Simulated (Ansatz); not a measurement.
Relaxed CsI (CsCl type):

```
CELL_PARAMETERS angstrom
      9.33383     0.00000     0.00000
      0.00000     4.66692     0.00000
      0.00000     0.00000     4.66692
ATOMIC_POSITIONS crystal
  Cs 0.00000 0.00000 0.00000
  Cs 0.50000 0.00000 0.00000
  I  0.25000 0.50000 0.50000
  I  0.75000 0.50000 0.50000
```

Scan: atom 3 (I, nearest neighbour Cs at 4.042 Å; its periodic images, 4.7 Å or more away, move with it) is displaced towards the nearest neighbour, direction (-0.577, -0.577, -0.577) in Cartesian axes, by s. The other atoms stay.

Computed with PBE (plane waves to 420 eV, PAW, scalar-relativistic; Ansatz, a first-principles code). k mesh 3×6×6 (Γ-centred), Fermi-Dirac smearing 0.05 eV. E stands for the smeared free energy. CsI was relaxed with its symmetry unable to fall. Spin-orbit coupling is left out, though I is heavy. ΔE is measured from the undisplaced structure.

### Question
Predict the ΔE (meV/cell) at s (Å) = -0.486, -0.162, 0.162, 0.324, 0.486, 0.810.

### Answer
```csv
s (Å),ΔE (meV/cell)
-0.486,105
-0.162,10
0.162,10
0.324,42
0.486,105
0.810,392
```

(For displaced atoms, the force is minus the slope of the energy, and its curvature is a force constant, which sets phonon frequencies.)
